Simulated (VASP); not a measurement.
Here is a VASP 6.6.1 calculation.

The input INCAR:

```
SYSTEM = Cu
PREC = Accurate
ENCUT = 600
EDIFF = 1E-7
ISMEAR = 0
SIGMA = 0.1
LREAL = .FALSE.
LASPH = .TRUE.
NELM = 100
ALGO = Normal
ISIF = 3
LWAVE = .FALSE.
LCHARG = .FALSE.
GGA = PS
IBRION = 2
NSW = 90
EDIFFG = -0.04
```

Contents of KPOINTS:

```
Automatic mesh
0
G
  8 8 8
  0 0 0
```

File POSCAR:

```
Cu
1.0
    0.0000000000      2.1217743738      4.4881808214
    1.2503376822      0.0000000000      4.4881808214
    1.2503376822      2.1217743738      0.0000000000
Cu
2
Direct
    0.1321133609      0.1321133609      0.8678866391
    0.8678866391      0.8678866391      0.1321133609
```

Potentials or basis: VASP PAW PBE potentials, release 64 (Cu).

The run is started by

```bash
$ cat potpaw_PBE.64/Cu/POTCAR > POTCAR
$ mpirun -np 1 vasp_std > vasp.out
```

Q: Predict the space group after relaxing (to 0.05 Å).

A: Fmmm (No. 69).

Q: Estimate the relaxed cell.

A: a = 4.956 Å, b = 4.675 Å, c = 2.443 Å, α = 81.80°, β = 69.00°, γ = 29.20°.

Q: What does it give for the band gap on the k mesh?

A: None (metal or under the smearing width).

Q: Estimate the relaxed volume.

A: 11.95 Å³/atom.

The path:
```tsv
step	energy change (eV)	largest force (eV/Å)	pressure (GPa)	volume (Å³)
1	0.0000	0.0071	0.39	23.81
2	-0.0028	0.0062	-0.23	23.91
3	-0.0032	0.0123	-0.50	23.96
4	-0.0048	0.0227	0.03	23.87
5	-0.0051	0.0294	0.36	23.81
6	-0.0053	0.0198	-0.22	23.90
```

Caveat: the k mesh is coarse (spacing up to 0.37 Å⁻¹), so the values aren't converged; the PAW data sets were made with another functional, which shifts forces and pressure a little.
